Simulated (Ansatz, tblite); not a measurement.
## A script for SrCl$_{2}$ (GFN2-xTB)

These are simulated results from tblite 0.8.0, not measurements. The cell was built from a prototype and was relaxed with r2SCAN+rVV10 in plane waves (Ansatz 0.2.0). Not every such cell is a known phase. All runs are without spin polarisation.

The symmetry is P-3m1 (No. 164, trigonal); conventional cell a = 4.407 Å, c = 5.596 Å, 31.38 Å³ an atom. Around Sr lie 6 Cl at 2.90 Å; around Cl lie 3 Sr at 2.90 Å.

tblite solves periodic systems at the zone centre alone, so the script builds a cluster of 3×3×2 conventional cells (54 atoms), which folds in a coarse mesh of k points.

Input script:

```python
import json
from ase import Atoms
from ase.build import make_supercell
from ase.units import Bohr, GPa, Hartree
from tblite.interface import Calculator

atoms = Atoms(['Sr', 'Cl', 'Cl'],
              cell=[[4.407249, -0.0, 0.0], [-2.203624, 3.81679, 0.0], [0.0, 0.0, 5.596065]],
              scaled_positions=[[-0.0, 0.0, -0.0], [0.333333, 0.666667, 0.248695], [0.666667, 0.333333, 0.751305]],
              pbc=True)
cluster = make_supercell(atoms, [[3, 0, 0], [0, 3, 0], [0, 0, 2]])
calc = Calculator('GFN2-xTB', cluster.numbers, cluster.positions / Bohr, lattice=cluster.cell[:] / Bohr, periodic=cluster.pbc)
calc.set('temperature', 0.02 / Hartree)
calc.set('max-iter', 150)
res = calc.singlepoint()
levels = res.get('orbital-energies') * Hartree
nv = round(res.get('orbital-occupations').sum() / 2)
cells = len(cluster) // len(atoms)
out = {'energy_per_cell': res.get('energy') * Hartree / cells, 'homo': levels[nv - 1], 'lumo': levels[nv],
       'stress': (-res.get('virial') * Hartree / cluster.get_volume() / GPa).tolist(), 'charges': res.get('charges')[:len(atoms)].tolist(), 'electrons': 2 * nv / cells}
json.dump(out, open('results.json', 'w'))
for key, value in out.items():
    print(key, value)
```

Command: `python run.py`. It took 5.2 s on 1 thread of Arm Neoverse V1, on a shared host, peak memory 0.12 GiB.

Output:

```
------------------------------------------------------------
  cycle        total energy    energy error   density error
------------------------------------------------------------
      1     -171.0607784559  -1.7112637E+02   3.9922349E-01
      2     -175.1495329004  -4.0887544E+00   3.7007811E-01
      3     -176.1169531900  -9.6742029E-01   4.2119369E-01
      4     -176.0258145157   9.1138674E-02   3.7320824E-01
      5     -175.5875156541   4.3829886E-01   4.7510828E-01
      6     -176.3249926254  -7.3747697E-01   1.3599718E-01
      7     -176.4158698234  -9.0877198E-02   2.1191738E-02
      8     -176.4187598509  -2.8900275E-03   4.8281956E-03
      9     -176.4189035970  -1.4374618E-04   7.0611385E-04
     10     -176.4189008728   2.7242097E-06   1.0945973E-03
     11     -176.4188981298   2.7430175E-06   1.2755250E-03
     12     -176.4189001477  -2.0179268E-06   1.0600109E-03
     13     -176.4189036121  -3.4643273E-06   4.8236216E-04
     14     -176.4189041919  -5.7987356E-07   2.1722594E-04
     15     -176.4189042575  -6.5562119E-08   1.6735826E-04
     16     -176.4189043300  -7.2503184E-08   8.9065350E-05
     17     -176.4189043373  -7.3379454E-09   7.7222628E-05
     18     -176.4189043423  -4.9682001E-09   6.8125463E-05
     19     -176.4189043346   7.6835818E-09   8.1548784E-05
     20     -176.4189043216   1.2999323E-08   9.9843838E-05
     21     -176.4189043382  -1.6527935E-08   7.5439748E-05
     22     -176.4189043550  -1.6873344E-08   3.5443232E-05
     23     -176.4189043588  -3.7456687E-09   1.6613179E-05
------------------------------------------------------------

 total:                                   4.594 sec
energy_per_cell -266.7001615834808
homo -12.743366105923863
lumo -9.891500797217702
stress [[-3.39440895975399, -7.782330717376016e-05, 1.5202331177560494e-05], [-7.782330717372041e-05, -3.3944998062779663, -1.4556101832714811e-05], [1.5202331177568792e-05, -1.4556101832716688e-05, -3.823156899531638]]
charges [0.6039971421258484, -0.30200925532362466, -0.3020057566128784]
electrons 16.0
```

The cycle table is in hartree for the whole cluster, and the lines after it are in eV (the energy for one cell). The printed stress is in GPa and positive in compression, and the pressure is its mean diagonal.

GFN2-xTB gives a gap of 2.85 eV. On the same cell, plane-wave PBE (Ansatz, 6×6×6 k points and the special points) gives a gap of 5.16 eV and r2SCAN a gap of 5.79 eV; on shared hosts these took about 4 and 11 core-seconds on the 3-atom cell, against 5.2 for the script. Semilocal gaps usually lie below measured ones. xTB was fitted to molecules, so gaps, charges and pressures of solids can be far off, and the gap also depends on the size of the cluster.

The same script was run on cells scaled at fixed shape and fractional coordinates:

| volume (Å³/atom) | energy (meV/atom) | pressure (GPa, positive in compression) | gap (eV) |
| --- | --- | --- | --- |
| 27.61 | -64.4 | -1.06 | 3.29 |
| 29.50 | -37.7 | -2.84 | 3.06 |
| 31.38 | 0.0 | -3.54 | 2.85 |
| 33.26 | 44.2 | -3.94 | 2.67 |
| 35.14 | 91.8 | -4.17 | 2.50 |

The minimum lies beyond the smallest of these volumes.

xTB was fitted mostly to molecules, and a small cluster samples few k points, so gaps, pressures and kinks along a curve can be far from a solid's.
